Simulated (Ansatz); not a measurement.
Runs of Ansatz 0.2.0 on Ge. The structure is cubic, space group Fd-3m (No. 227). The conventional cell has a = 5.658 Å, b = 5.658 Å, c = 5.658 Å, α = 90.00°, β = 90.00°, γ = 90.00°. Around Ge (site symmetry -43m) lie 4 Ge at 2.45 Å. 

```csv
level,cutoff (eV),gap on the mesh (eV),pressure (GPa),relaxed volume (Å³/atom)
revPBE,420,none,0.0,(b)
LDA,420,none,0.0,22.21
RPBE,420,none,0.0,24.59
BLYP,420,none,0.0,(a)
r2SCAN,500,0.36,0.0,22.83
```

Alike in all rows: task relaxation of cell and atoms; potentials or basis Ansatz PAW; no spin polarisation; cell relaxed; k mesh 8 × 8 × 8; smearing fermi-dirac 0.05 eV.

Question: Estimate the missing entries.

Answer: (a) 25.45; (b) 24.40.

Caveats: the plane-wave basis is chosen anew once the cell has moved, so the energies of steps on either side of that aren't comparable; the PAW data sets come from PBE, with cores solved anew for the run's functional, which leaves a small shift of forces and pressure.

A k mesh can miss the band edges, and the runs leave out spin-orbit coupling on Ge.

A gap of «none» marks a metal or a gap under the smearing width.

Runs at the PBE level aren't shown here.
